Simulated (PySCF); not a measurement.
## Core-level binding energies of acetone

Compound: acetone, C3H6O.
Z-matrix (Å and degrees, PBE0-D3(BJ)/def2-SVP geometry), rows numbered from 1:
```
C 
C   1  1.5106
C   2  1.5105  1  116.37
O   2  1.2069  1  121.82  3  -179.81
H   1  1.1022  2  109.86  3    64.46
H   1  1.1012  2  110.94  3   -53.41
H   1  1.0970  2  109.74  3  -175.22
H   3  1.0970  2  109.73  1  -176.79
H   3  1.1016  2  110.69  1   -55.31
H   3  1.1020  2  110.11  1    62.55
```

The calculation used PySCF, delta-SCF UKS SCAN, pcX-2 on the ionised atom, pcseg-1 elsewhere, spin-free X2C. Binding energies are ΔSCF values: E(core-ionised, relaxed orbitals) − E(ground state) at a fixed geometry, referred to the vacuum level.

Task: Give the core binding energies atom by atom.

Result: 
| atom(s) | bonded to | level | binding energy (eV) | above the level's lowest (eV) | count |
| --- | --- | --- | --- | --- | --- |
| C1/C3 | C and 3 H | C 1s | 291.15 | 0.00 | 2 |
| C2 | O (double bond) and 2 C | C 1s | 293.56 | +2.41 | 1 |
| O4 | C (double bond) | O 1s | 537.71 | 0.00 | 1 |

Lowest listed C 1s: C1/C3, bonded to C and 3 H. Highest, 2.41 eV above it: C2, bonded to O (double bond) and 2 C.

Task: Which photon energy gives electrons from C 1s of C1/C3 a kinetic energy of 150 eV, and what is their de Broglie wavelength?

Result: hν = 291.15 + 150 = 441.15 eV, recoil neglected; λ = 12.264 Å/√(E/eV) = 1.00 Å.

The first atom of each set that the bonding makes equivalent was ionised and stands for the set. Spin contamination (⟨S²⟩ against 0.75 for a pure doublet) is marked for C 1s of C2 (0.85), which makes this value less certain. Isolated species at its PBE0-D3(BJ)/def2-SVP geometry, gas phase.
